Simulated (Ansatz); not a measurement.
W: frozen-core PAW against all-electron methods

```xyz
1
Lattice="0.0203 2.0402 2.0402 2.0402 0.0203 2.0402 2.0402 2.0402 0.0203" Properties=species:S:1:pos:R:3 pbc="T T T"
W     0.0000    0.0000    0.0000
```

Conventional cell: a = 2.856 Å, b = 2.856 Å, c = 7.102 Å, α = 90.00°, β = 90.00°, γ = 120.00°. W (atom 1) is surrounded by 12 W at 2.86 to 2.89 Å.

The geometry is COD entry 1534935, unchecked; take it as a test cell. The listed cell was then made from it by scaling, straining or moving an atom.

Spin–orbit coupling is left out, though it moves levels of the heavy atoms by tenths of an eV or more.

All numbers are computed: DFT, PBE, PAW with Ansatz's default frozen-core files, scalar-relativistic (Ansatz 0.2.0); DFT, PBE, all-electron LAPW, scalar-relativistic (Ansatz 0.2.0).

For PAW: a Γ-centred 14×14×14 k mesh, Fermi–Dirac smearing of 0.05 eV, cutoff 420 eV, no spin polarisation. LAPW targets a basis error of 0.25 meV/atom. The Ansatz runs share mesh, smearing and spin set-up. Plane-wave (PAW) pressures include the program's estimate of the Pulay term.

Stress and pressure are positive in compression.

The change that made this cell: equal xy, yz and zx engineering shear strains of +1 %.

PAW results:

```
       quantity    PAW
 pressure (GPa)  -4.59
stress yz (GPa)   1.39
stress xz (GPa)   1.39
stress xy (GPa)   1.39
```

(1) What does LAPW (all electrons) give for the same quantities?

Answers

(1) 
```
       quantity   LAPW
 pressure (GPa)  -4.49
stress yz (GPa)   1.39
stress xz (GPa)   1.39
stress xy (GPa)   1.39
```
